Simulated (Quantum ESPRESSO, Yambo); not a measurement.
# Quasiparticle gap of WS2 (2H monolayer) in Yambo, part 2 of 3

How does a plane-wave GW calculation on WS2 (2H monolayer) run from the first input to the gap?

Quantum ESPRESSO 7.5 and Yambo 5.3.0; PBE and many-body steps on it, plane waves. Known limits of the many-body steps: not at the basis limit; no spin-orbit coupling.

So far. Step 2 (Ground state): The gap is direct, at (0.333, 0.333, 0.000). Step 3 (Bands along the symmetry lines): The gap is 1.811 eV, as in the run before at this level.

**4. Empty states on the mesh, 9×9×1 mesh, 381 bands**

Level of this step: DFT, PBE, plane waves, norm-conserving pseudopotentials (Quantum ESPRESSO).

The sums over transitions need many empty states on a uniform mesh; this step solves for them.

Input file pw.in:

```
&control
  calculation = 'nscf'
  prefix = 'x'
  outdir = 'o'
  pseudo_dir = 'pseudo'
/
&system
  ibrav = 0
  nat = 3
  ntyp = 2
  ecutwfc = 62.0
  nbnd = 381
  force_symmorphic = .true.
/
&electrons
  conv_thr = 1e-9
  electron_maxstep = 80
  diago_full_acc = .true.
  diago_thr_init = 5e-6
/
ATOMIC_SPECIES
  W 183.84 W.upf
  S 32.06 S.upf
CELL_PARAMETERS angstrom
  3.1869316859 0.0000000000 0.0000000000
  -1.5934658430 2.7599638001 0.0000000000
  0.0000000000 0.0000000000 16.0000000000
ATOMIC_POSITIONS crystal
  W 0.3333333333 0.6666666667 0.5000000000
  S 0.6666666667 0.3333333333 0.5982131477
  S 0.6666666667 0.3333333333 0.4017868523
K_POINTS automatic
  9 9 1 0 0 0
```

Command:

```bash
> OMP_NUM_THREADS=1 mpirun -n 8 pw.x -nk 4 -in pw.in > pw.out
```

Output:

```text
[banner, memory and clock lines left out]
Program PWSCF v.7.5 starts

     Atomic positions and unit cell read from directory:
     o/x.save/

     Message from routine setup:
     using ibrav=0 with symmetry is DISCOURAGED, use correct ibrav instead

     bravais-lattice index     =            0
     lattice parameter (alat)  =       6.0224  a.u.
     unit-cell volume          =     949.7137 (a.u.)^3
     number of atoms/cell      =            3
     number of atomic types    =            2
     number of electrons       =        26.00
     number of Kohn-Sham states=          381
     kinetic-energy cutoff     =      62.0000  Ry
     charge density cutoff     =     248.0000  Ry
     Exchange-correlation= PBE
                           (   1   4   3   4   0   0   0)

     celldm(1)=   6.022428  celldm(2)=   0.000000  celldm(3)=   0.000000
     celldm(4)=   0.000000  celldm(5)=   0.000000  celldm(6)=   0.000000

     crystal axes: (cart. coord. in units of alat)
               a(1) = (   1.000000   0.000000   0.000000 )
               a(2) = (  -0.500000   0.866025   0.000000 )
               a(3) = (   0.000000   0.000000   5.020503 )

     reciprocal axes: (cart. coord. in units 2 pi/alat)
               b(1) = (  1.000000  0.577350 -0.000000 )
               b(2) = (  0.000000  1.154701  0.000000 )
               b(3) = (  0.000000 -0.000000  0.199183 )
     Pseudo is Norm-conserving + core correction, Zval = 14.0
     Generated using ONCVPSP code by D. R. Hamann
     Using radial grid of 1396 points,  8 beta functions with:
     Pseudo is Norm-conserving + core correction, Zval =  6.0
     Generated using ONCVPSP code by D. R. Hamann
     Using radial grid of 1146 points,  6 beta functions with:
     W                14.00   183.84000     W ( 1.00)
     S                 6.00    32.06000     S ( 1.00)

     12 Sym. Ops. (no inversion) found

   Cartesian axes

     site n.     atom                  positions (alat units)
         1        W      tau(   1) = (  -0.0000000   0.5773503   2.5102515  )
         2        S      tau(   2) = (   0.5000000   0.2886751   3.0033309  )
         3        S      tau(   3) = (   0.5000000   0.2886751   2.0171721  )

     number of k points=    12
                       cart. coord. in units 2pi/alat
        k(    1) = (   0.0000000   0.0000000   0.0000000), wk =   0.0246914
        k(    2) = (   0.0000000   0.1283001   0.0000000), wk =   0.1481481
        k(    3) = (   0.0000000   0.2566001   0.0000000), wk =   0.1481481
[...]
k(   11) = (   0.2222222   0.5132002   0.0000000), wk =   0.2962963
        k(   12) = (   0.3333333   0.5773503   0.0000000), wk =   0.0493827

     Dense  grid:    62407 G-vectors     FFT dimensions: (  32,  32, 160)

     The potential is recalculated from file :
     o/x.save/charge-density

     Starting wfcs are   18 randomized atomic wfcs +  363 random wfcs

     Band Structure Calculation

     End of band structure calculation

          k = 0.0000 0.0000 0.0000 (  7833 PWs)   bands (ev):

   -73.4103 -37.6400 -37.4886 -37.4886 -14.0833 -12.4618  -5.6711  -2.1899
    -2.1899  -1.4559  -0.9676  -0.9676   0.6068   3.5180   3.5180   3.6644
     3.6644   5.5754   6.1880   6.2014   7.5642   9.2387   9.3798  10.9645
[...]
[... 36 further rows ...]
[...]
105.5929 105.6136 106.0969 106.0969 106.3926

          k = 0.0000 0.1283 0.0000 (  7865 PWs)   bands (ev):

[...]
[... 36 further rows ...]
[...]
106.2425 106.8287 106.8902 107.1490 107.2866

          k = 0.0000 0.2566 0.0000 (  7883 PWs)   bands (ev):

[...]
31.9889  32.2086  32.5204  32.8810  32.9544  33.1049  33.5840  34.3270
     [... 36 further rows ...]
   105.4370 105.5852 106.1450 106.1462 106.4489 106.9548 106.9642 107.1216
   107.3175 107.4633 107.7318 108.0216 108.0571

          k = 0.0000 0.3849 0.0000 (  7849 PWs)   bands (ev):

     [... further k-points ...]

     highest occupied, lowest unoccupied level (ev):     0.6479    2.4592

     XML data file, pseudopotentials, collected wavefunctions
```

Wall time 81 s (8 MPI ranks of Arm Neoverse V2, shared host); peak memory 1.6 GiB.

Numbers from this step:

| Property | Result |
| --- | --- |
| gap | 1.811 eV |
| k of the valence top | 0.3333, 0.3333, 0 |
| k of the conduction bottom | 0.3333, 0.3333, 0 |
| least direct gap | 1.811 eV |
| k points computed | 12 |
| lowest point of the top converged band, above the valence top | 105.7447 eV |

On this mesh the gap is 1.811 eV.

**5. Conversion and set-up**

This step: Yambo 5.3.0; conversion and set-up on PBE, plane waves, norm-conserving pseudopotentials.

The states are converted to the many-body program's format and the q mesh is built.

Command:

```bash
> (cd o/x.save; p2y > p2y.log; mv SAVE ../..); yambo > setup.log
```

Output:

```text
 Yambo, version 5.3.0

 [02] CORE Variables Setup
 =========================

  [02.01] Unit cells
  ==================

  Cell kind             :  HCP
  Atoms in the cell     :  W  S
  number of W  atoms    :  1
  number of S  atoms    :  2

  List of atomic masses
  Mass of W     :  183.8400
  Mass of S     :  32.06000

  List of atomic coordinates    : [cc]
  W1       : -0.36411E-09   3.4771       15.118      order 1
  S1       :   3.01121   1.73853  18.08734  order 2
  S2       :   3.01121   1.73853  12.14827  order 3

  Alat factors          :   6.02243   5.21558  30.23562 [a.u.]
  Direct lattice volume :  949.7137 [a.u.]
  Direct lattice vectors:  A[ 1 ]  A[ 2 ]  A[ 3 ]
   A[ 1 ]:  1.000000  0.000000  0.000000  [iru]
   6.022428  0.000000  0.000000  [cc]
   A[ 2 ]: -0.500000  1.000000  0.000000  [iru]
  -3.011214  5.215576  0.000000  [cc]
   A[ 3 ]:  0.000000  0.000000  1.000000  [iru]
    0.00000   0.00000  30.23562  [cc]

  Recip. lattice volume :  0.261184 [a.u.]
  Recip. lattice vectors:  B[ 1 ]  B[ 2 ]  B[ 3 ]
   B[ 1 ]:  1.000000  0.500000  0.000000  [iku]
   1.043298  0.602348 -0.000000  [cc]
   B[ 2 ]:  0.000000  1.000000  0.000000  [iku]
   0.000000  1.204696  0.000000  [cc]
   B[ 3 ]:  0.000000  0.000000  1.000000  [iku]
   0.000000 -0.000000  0.207807  [cc]

  [02.02] Symmetries
  ==================

  Inversion symmetry    : yes
  Spatial inversion     : no
  Inversion index       :  13
  K-space Time-reversal : yes
  Magnetic symmetries   : no
  Time-reversal derived K-space symmetries:  13  24
  Group table correct   : yes
  Symmetries units      :  [cc]

   [S  1]:   1.0000       0.0000       0.0000      0.34444E-16   1.0000       0.0000       0.0000       0.0000       1.0000
   [S  2]:  -1.0000       0.0000       0.0000     -0.36232E-10   1.0000       0.0000       0.0000       0.0000      -1.0000
   [S  3]: -0.500000  0.866025  0.000000 -0.866025 -0.500000  0.000000  0.000000  0.000000  1.000000
[...]
[S  9]: -0.500000 -0.866025  0.000000  0.866025 -0.500000  0.000000  0.000000  0.000000 -1.000000
   [S 10]: -0.500000  0.866025  0.000000 -0.866025 -0.500000  0.000000  0.000000  0.000000 -1.000000
     [... 12 further rows ...]
   [S*23]: -0.500000 -0.866025 -0.000000 -0.866025  0.500000 -0.000000 -0.000000 -0.000000 -1.000000
   [S*24]: -0.500000  0.866025 -0.000000  0.866025  0.500000 -0.000000 -0.000000 -0.000000 -1.000000

  [02.03] Reciprocal space
  ========================

  nG shells         :  3087
  nG charge         :   62407
  nG WFs            :   9967
  nC WFs            :   7883
  G-vecs. in first 80 shells:  [ Number ]
    1   3   5   7   9  11  17  29  31
    43   55   57   69   81   83   95   97  109
   121  123  129  141  153  165  177  189  191
[...]
767   779   791   803   815   839   851   863
  ...
  Shell energy in first 80 shells:  [ mHa ]
[...]
WF components:   7865
  K [ 3]         [rlu]:  0.000000  0.222222  0.000000
         WF components:   7883
[...]
K [ 8]         [rlu]:  0.111111  0.333333  0.000000
[...]
K [ 9]         [rlu]:  0.111111  0.444444  0.000000
[...]
K [10]         [rlu]:  0.222222  0.222222  0.000000
[...]
K [11]         [rlu]:  0.222222  0.333333  0.000000
         WF components:   7779
  K [12]         [rlu]:  0.333333  0.333333  0.000000
         WF components:   7764

  [02.05] Energies & Occupations
  ==============================

  [X] === General ===
  [X] Electronic Temperature                        :  0.000000  0.000000 [eV K]
  [X] Bosonic    Temperature                        :  0.000000  0.000000 [eV K]
  [X] Finite Temperature mode                       : no
  [X] El. density                                   :  0.18475E+24 [cm-3]
  [X] Fermi Level                                   :  0.647894 [eV]

  [X] === Gaps and Widths ===
  [X] Conduction Band Min                           :  1.811259 [eV]
  [X] Valence Band Max                              :  0.000000 [eV]
  [X] Filled Bands                                  :  13
  [X] Empty Bands                                   :    14   381
  [X] Direct Gap                                    :  1.811259 [eV]
  [X] Direct Gap localized at k                     :  12
  [X] Indirect Gap                                  :  1.811259 [eV]
  [X] Indirect Gap between kpts                     :  12  12
  [X] Last valence band width                       :  1.187907 [eV]
  [X] 1st conduction band width                     :  1.058884 [eV]

  E @ K [ 1]:  [eV]
  -74.05814 -38.28787 -38.13647 -38.13647 -14.73115 -13.10969  -6.31897  -2.83783
[...]
occ @ K [ 1]
[...]
E @ K [ 2]:  [eV]
[...]
occ @ K [ 2]
[...]
E @ K [ 3]:  [eV]
[...]
occ @ K [ 3]
[...]
E @ K [ 8]:  [eV]
[...]
occ @ K [ 8]
[...]
E @ K [ 9]:  [eV]
[...]
occ @ K [ 9]
[...]
E @ K [10]:  [eV]
[...]
occ @ K [10]
[...]
E @ K [11]:  [eV]
[...]
occ @ K [11]
[...]
E @ K [12]:  [eV]
[...]
occ @ K [12]
[...]
0.000000  0.000000  0.000000  0.000000  0.000000  0.000000  0.000000  0.000000
   0.000000  0.000000  0.000000  0.000000  0.000000  0.000000  0.000000  0.000000

 [03] Transferred momenta grid and indexing
 ==========================================

 IBZ Q-points                                      :  12
 BZ  Q-points                                      :   81

 K/Q-points units:
 rlu = crystal or reduced units; cc = cartesian coordinates; iku = interal k-units

 Q [ 1]         [rlu]:  0.000000  0.000000  0.000000
 Q [ 2]         [rlu]:  0.44192E-17  0.11111       0.0000
 Q [ 3]         [rlu]:  0.88385E-17  0.22222       0.0000
[...]
Q [ 8]         [rlu]:  0.111111  0.333333  0.000000
 Q [ 9]         [rlu]:  0.111111  0.444444  0.000000
 Q [10]         [rlu]:  0.222222  0.222222  0.000000
 Q [11]         [rlu]:  0.222222  0.333333  0.000000
 Q [12]         [rlu]:  0.333333  0.333333  0.000000

  [03.01] X indexes
  =================

   [03.01.01] Sigma indexes
   ========================

 [06] Game Over & Game summary
```

Elapsed: 3.2 s, on 1 MPI rank; peak memory 0.25 GiB.

(Continued in part 3 of 3.)

[Paths, hosts, dates, memory and timing lines, banners, echoed tables and standing remarks are left out of the program output.]

[Logs are printed without paths, hosts, clocks, repeated set-up lines and the standing remarks that a program may print on its own settings, such as how far it seeks lower states.]

[Runs of the session that timed out or met a known fault of the program may be left out.]

[Hosts, paths, dates, database ids (printed as entryN), source tags and the programs' standing remarks are cut or masked in the printed files.]
